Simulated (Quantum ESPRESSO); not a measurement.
**Ge: phonons with LDA**

**What was measured.**

“Electronic and optical properties of SixGe1-x-ySny alloys lattice-matched to Ge”, 2021, arxiv:2109.02782 reports, for a bulk crystal of Ge at 300 K: band gap 0.807 eV (direct).

Crystal: Ge.

```xyz
2
Lattice="0.0000 2.8289 2.8289 2.8289 0.0000 2.8289 2.8289 2.8289 0.0000" Properties=species:S:1:pos:R:3 pbc="T T T"
Ge    4.2434    4.2434    4.2434
Ge    2.8289    2.8289    2.8289
```

| Quantity | Value |
| --- | --- |
| Program | Quantum ESPRESSO 7.5 |
| Task | phonons |
| Functional | LDA |
| Potentials or basis | GBRV 1.5 LDA |
| Cutoff | 612 eV |
| Density cutoff | 4898 eV |
| k mesh | 8 × 8 × 8 |
| Occupations | gaussian, width 0.272 eV |
| Spin | no spin polarisation |
| Form of the LDA correlation | PZ81 |
| Mixing beta | 0.5 |
| Most SCF iterations | 120 |
| SCF threshold | 4e-10 Ry |

```
Relaxed volume                         : 22.17 Å³/atom
Relaxed cell                           : a = 3.973 Å, b = 3.973 Å, c = 3.973 Å, α = 60.00°, β = 60.00°, γ = 60.00°
Space group after relaxing (to 0.05 Å) : Fd-3m (No. 227)
Pressure after relaxing                : 0.0 GPa
Band gap on the k mesh                 : none (metal or under the smearing width)
Highest phonon frequency at Γ          : 286 cm⁻¹
```

The path:
| step | energy change (eV) | largest force (eV/Å) | pressure (GPa) | volume (Å³) |
| --- | --- | --- | --- | --- |
| 1 | 0.0000 | 0.0000 | -1.44 | 45.28 |
| 2 | -0.0024 | 0.0000 | -0.92 | 44.95 |
| 3 | -0.0041 | 0.0000 | -0.19 | 44.45 |
| 4 | -0.0042 | 0.0000 | 0.01 | 44.33 |
| 5 | -0.0042 | 0.0000 | 0.00 | 44.34 |

Final structure:
```xyz
2
Lattice="0.0000 2.8092 2.8092 2.8092 0.0000 2.8092 2.8092 2.8092 0.0000" Properties=species:S:1:pos:R:3 pbc="T T T"
Ge    4.2137    4.2137    4.2137
Ge    2.8092    2.8092    2.8092
```

Levels at points of the mesh, in eV from the Fermi level:
```tsv
k point	band 11	band 12	band 13	band 14	band 15	band 16	band 17	band 18
(0.00, 0.00, 0.00)	-12.97	0.01	0.01	0.01	0.01	2.54	2.54	2.54
(0.00, 0.00, -0.50)	-10.84	-7.74	-1.43	-1.43	0.12	3.73	3.73	6.99
(0.00, -0.50, -0.50)	-9.02	-9.02	-3.14	-3.14	0.64	0.64	9.58	9.58
```

Phonon frequencies in cm⁻¹ (negative: imaginary):
```
              q point        frequencies
(0.000, 0.000, 0.000)  3 3 3 286 286 286
```

Optical modes at Γ, degenerate ones joined:
```csv
cm⁻¹,components,symmetry,active in
286,3,T2g,Raman
```

Wall time 2.7 min on 1 thread of AMD EPYC 9R14 (Zen 4), on a shared host, peak memory 0.17 GiB.

Measured gap of Ge: 0.807 eV (direct; 300 K; “Electronic and optical properties of SixGe1-x-ySny alloys lattice-matched to Ge”, 2021, arxiv:2109.02782). This calculation gives 0.00 eV (-0.81 eV). 3 values of this kind are on record (0.666 to 0.807 eV); this one was drawn at random among those near their median. Spin-orbit coupling on Ge is left out. The value is that of LDA on a finite k mesh, which can miss the band edges, without temperature or zero-point motion. Semilocal functionals fall short of measured gaps as a rule.

Caveat: this crystal is a semiconductor, whose small gap the functional closes, so the metal is an error of the method.
